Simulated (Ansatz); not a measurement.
**Si started on a C site in 4H-SiC, 96 atoms, charge −2**

These are results of DFT, PBEsol, PAW, plane waves in Ansatz, not measurements.

Command:

```sh
ansatz run in.yaml --threads 8 --pin off --max-ram 118750MiB --runs-dir r --events-out ev --progress --plain --backend cuda --devices 0, --max-vram 170GiB
```

The input less its lattice and atoms:

```yaml
crystal:
  symmetry: { detect: false }
kpoints:
  mp_grid: { grid: [1, 1, 1], shift: [0.25, 0.25, 0.25] }
hamiltonian:
  xc: pbesol
total_charge: -2
scf:
  occupations: { method: fermi_dirac, width: 0.01 }
relax:
  f_tol: 0.03
  max_steps: 80
  escape_saddle: false
  adjacent_minimum: "off"
output:
  forces: true
  eigenvalues: true
  populations: true
  charged_corrections: { epsilon: 9.7 }
```

Start:

```
Si C
1.0
     9.23420    0.00000    0.00000
     0.00000   10.66274    0.00000
     0.00000    0.00000   10.07595
Si C
49 47
Direct
  0.00129 0.99831 0.49615
  0.33567 0.00013 0.50068
  0.16557 0.24964 0.49928
  0.00043 0.50097 0.49821
  0.66469 0.99934 0.50192
  0.49939 0.25036 0.49649
  0.33449 0.49952 0.49827
  0.16536 0.75334 0.49844
  0.83648 0.25283 0.50417
  0.66829 0.49628 0.50140
  0.49864 0.75095 0.50095
  0.83232 0.75147 0.50080
  0.00199 0.16530 0.24786
  0.33301 0.16725 0.25431
  0.16729 0.41752 0.25145
  0.99881 0.66720 0.25095
  0.66366 0.16794 0.25408
  0.49686 0.41749 0.24911
  0.33235 0.66662 0.25240
  0.16461 0.91244 0.24784
  0.83875 0.41564 0.25001
  0.66929 0.66730 0.24821
  0.50169 0.91721 0.25167
  0.83216 0.91560 0.25024
  0.16521 0.08162 0.74901
  0.99469 0.33574 0.74961
  0.50453 0.08252 0.75338
  0.33141 0.33480 0.74983
  0.16342 0.58592 0.75143
  0.99904 0.83383 0.75181
  0.83339 0.08111 0.75081
  0.66484 0.33332 0.74953
  0.50358 0.58519 0.74726
  0.33677 0.82949 0.75229
  0.83290 0.58358 0.74699
  0.66802 0.83494 0.75474
  0.50212 0.41658 0.43520
  0.00086 0.00309 0.00230
  0.33215 0.99922 0.00069
  0.16996 0.24932 0.99605
  0.99872 0.49684 0.00084
  0.66700 0.00203 0.99653
  0.50034 0.24878 0.00186
  0.33560 0.49805 0.00202
  0.16579 0.75019 0.99805
  0.83643 0.25009 0.99913
  0.66788 0.49888 0.00494
  0.49847 0.74755 0.00108
  0.83279 0.75106 0.99818
  0.00296 0.00329 0.18855
  0.33225 0.99980 0.18714
  0.16740 0.25230 0.18779
  0.99728 0.50064 0.18719
  0.66848 0.00203 0.18892
  0.49870 0.25198 0.18428
  0.33689 0.50342 0.18483
  0.16602 0.74926 0.18611
  0.83334 0.25091 0.19255
  0.66580 0.49749 0.18532
  0.50096 0.75186 0.18939
  0.83230 0.75201 0.18482
  0.99744 0.99957 0.68820
  0.33247 0.00212 0.68864
  0.16419 0.24999 0.68855
  0.00170 0.50063 0.68528
  0.66730 0.00198 0.68531
  0.50102 0.25027 0.69049
  0.33118 0.49642 0.68816
  0.16796 0.74898 0.68134
  0.83669 0.25143 0.68653
  0.66289 0.49560 0.68597
  0.49856 0.74736 0.68520
  0.83826 0.74715 0.68845
  0.99648 0.16771 0.43758
  0.33428 0.16723 0.43971
  0.16751 0.41713 0.43963
  0.99861 0.66434 0.43740
  0.66525 0.16657 0.43938
  0.33224 0.66515 0.43951
  0.16694 0.91908 0.43633
  0.83175 0.42033 0.43607
  0.66859 0.66702 0.43702
  0.49889 0.91493 0.43610
  0.83408 0.91499 0.43543
  0.16531 0.08582 0.93990
  0.00223 0.33238 0.93921
  0.49903 0.08521 0.93756
  0.33397 0.33534 0.93507
  0.16613 0.58601 0.93979
  0.99806 0.83515 0.93950
  0.82900 0.08178 0.93962
  0.66692 0.33455 0.93723
  0.49974 0.58322 0.93838
  0.33130 0.83661 0.94115
  0.83718 0.58298 0.93991
  0.66709 0.83279 0.93788
```

Steps:

```csv
step,energy less the first (eV),largest force component (eV/Å)
start,0.000,10.670
1,-5.828,2.341
2,-6.780,0.590
3,-6.808,0.149
4,-6.815,0.016
```

End:

```xyz
96
Lattice="9.2342 0.0000 0.0000 0.0000 10.6627 0.0000 0.0000 0.0000 10.0759" Properties=species:S:1:pos:R:3 pbc="T T T"
Si    0.0188    0.0189    5.0426
Si    3.0774   10.6136    5.0396
Si    1.5629    2.6569    5.0362
Si    0.0266    5.3203    5.0388
Si    6.1981   10.6092    5.0416
Si    4.6343    2.3911    5.1399
Si    2.9038    5.4484    5.1321
Si    1.5278    8.0195    5.0414
Si    7.7095    2.6605    5.0373
Si    6.3865    5.4586    5.1412
Si    4.6392    7.9887    5.0372
Si    7.7447    8.0178    5.0419
Si    9.2241    1.7903    2.5218
Si    3.0715    1.7688    2.5093
Si    1.5353    4.4520    2.5095
Si    9.2273    7.1102    2.5163
Si    6.1419    1.7693    2.5133
Si    4.6128    4.4451    2.2390
Si    3.0644    7.1147    2.5121
Si    1.5266    9.7820    2.5196
Si    7.6857    4.4574    2.5144
Si    6.1594    7.1168    2.5114
Si    4.6120    9.7736    2.5170
Si    7.6971    9.7803    2.5181
Si    1.5380    0.8929    7.5608
Si    9.2299    3.5597    7.5607
Si    4.6148    0.8457    7.5825
Si    3.0716    3.5570    7.5582
Si    1.5095    6.2450    7.5847
Si    9.2325    8.9106    7.5665
Si    7.6881    0.8972    7.5619
Si    6.1537    3.5591    7.5606
Si    4.6139    6.2307    7.5624
Si    3.0696    8.8817    7.5651
Si    7.7260    6.2452    7.5866
Si    6.1606    8.8825    7.5626
Si    4.6567    4.4182    4.4093
Si    9.2222    0.0166    0.0059
Si    3.0628   10.6559    0.0091
Si    1.5267    2.6750    0.0039
Si    9.2244    5.3420    0.0134
Si    6.1496   10.6554    0.0103
Si    4.6036    2.6400   10.0321
Si    3.0471    5.3521   10.0356
Si    1.5183    8.0123    0.0103
Si    7.6772    2.6761    0.0062
Si    6.1671    5.3544   10.0314
Si    4.6042    8.0022    0.0052
Si    7.6936    8.0130    0.0111
C     9.2253    0.0176    1.8908
C     3.0647   10.6578    1.8904
C     1.5268    2.6739    1.8930
C     9.2245    5.3372    1.8908
C     6.1503   10.6586    1.8912
C     4.5973    2.6210    1.8188
C     3.0323    5.3628    1.8225
C     1.5220    8.0107    1.8927
C     7.6741    2.6767    1.8975
C     6.1838    5.3690    1.8173
C     4.6043    7.9994    1.8936
C     7.6906    8.0106    1.8915
C     9.2328    0.0186    6.9291
C     3.0718   10.6489    6.9272
C     1.5403    2.6680    6.9217
C     0.0046    5.3322    6.9268
C     6.1639   10.6504    6.9287
C     4.6148    2.6192    6.9970
C     3.0440    5.3583    6.9931
C     1.5290    8.0115    6.9289
C     7.6919    2.6740    6.9228
C     6.1925    5.3635    6.9982
C     4.6179    7.9996    6.9231
C     7.7091    8.0085    6.9289
C     0.0200    1.7836    4.4157
C     3.0629    1.6953    4.4079
C     1.5249    4.4298    4.4069
C     0.0249    7.0911    4.4128
C     6.2165    1.6931    4.4115
C     3.0616    7.1647    4.4136
C     1.5322    9.7694    4.4144
C     7.7670    4.4342    4.4108
C     6.2172    7.1665    4.4094
C     4.6405    9.7552    4.4138
C     7.7501    9.7661    4.4130
C     1.5298    0.8988    9.4516
C     9.2188    3.5637    9.4533
C     4.6043    0.8542    9.4504
C     3.0597    3.5589    9.4422
C     1.5024    6.2468    9.4529
C     9.2221    8.9081    9.4538
C     7.6784    0.9000    9.4529
C     6.1442    3.5603    9.4436
C     4.6048    6.2344    9.4425
C     3.0616    8.8842    9.4528
C     7.7108    6.2468    9.4522
C     6.1464    8.8824    9.4528
```

The run converged.

Time: 3.6 s of wall time on one NVIDIA GB200 with 8 processor threads, on a host shared with other runs; peak host memory 1.8 GiB.

Question: How much energy did the relaxation gain, and which atom moved most?

Answer: 6.82 eV in 4 steps, from a start with small random displacements; atom 6 (Si) moved 0.31 Å, the median atom 0.04 Å (drift of the whole cell removed).

The run had no spin, and a state with a moment may lie lower. The one k point has no symmetry partners, which can distort the end along one axis.
